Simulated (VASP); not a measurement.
# Zr: relaxation of cell and atoms with PBE

Zr:

```xyz
1
Lattice="0.0000 2.1883 2.1883 2.1883 0.0000 2.1883 2.1883 2.1883 0.0000" Properties=species:S:1:pos:R:3 pbc="T T T"
Zr    0.0000    0.0000    0.0000
```

This isn't the form of Zr at room conditions, which is hcp.

The cell isn't the ideal one: Ti -> Zr on all its sites, in the parent's cell.

* Program: VASP 6.6.1
* Task: relaxation of cell and atoms
* Functional: PBE
* Potentials or basis: VASP PAW PBE potentials, release 64 (Zr_sv)
* Cutoff: 600 eV
* k mesh: 8 × 8 × 8
* Occupations: gaussian, width 0.1 eV
* Spin: no spin polarisation
* Dipole correction: no
* Further INCAR settings: ALGO = Normal; EDIFF = 1e-07; IBRION = 2; EDIFFG = -0.05; NSW = 80; ISIF = 3

The relaxed volume is 23.12 Å³/atom and the relaxed cell is a = 3.198 Å, b = 3.198 Å, c = 3.198 Å, α = 60.00°, β = 60.00°, γ = 60.00°. The space group after relaxing (to 0.05 Å) is Fm-3m (No. 225) and the energy gained by relaxing is 66.9 meV/atom. The ionic steps are 3, the pressure after relaxing is -0.2 GPa and the band gap on the k mesh is none (metal or under the smearing width).

The path:
```csv
step,energy change (eV),largest force (eV/Å),pressure (GPa),volume (Å³)
1,0.0000,0.0000,10.90,20.96
2,-0.0001,0.0000,-7.85,25.59
3,-0.0669,0.0000,-0.16,23.12
```

Final structure:
```xyz
1
Lattice="0.0000 2.2612 2.2612 2.2612 0.0000 2.2612 2.2612 2.2612 0.0000" Properties=species:S:1:pos:R:3 pbc="T T T"
Zr    0.0000    0.0000    0.0000
```

Levels at points of the mesh, in eV from the Fermi level:
```tsv
k point	band 4	band 5	band 6	band 7	band 8	band 9
(0.00, 0.00, 0.00)	-26.19	-5.56	0.99	0.99	0.99	3.42
(0.50, 0.00, 0.00)	-26.32	-2.95	0.81	0.81	1.13	5.22
(0.50, 0.50, 0.00)	-26.54	-3.00	-2.20	3.03	5.22	5.73
```

Wall time 32 s on 1 thread of Intel(R) Xeon(R) Platinum 8488C (Sapphire Rapids), with other jobs on the host, peak memory 0.16 GiB.

Caveat: the relaxation stopped at a loose force limit of 0.05 eV/Å, so its end isn't a converged minimum. PBE usually gives volumes a little too large and moduli too small.
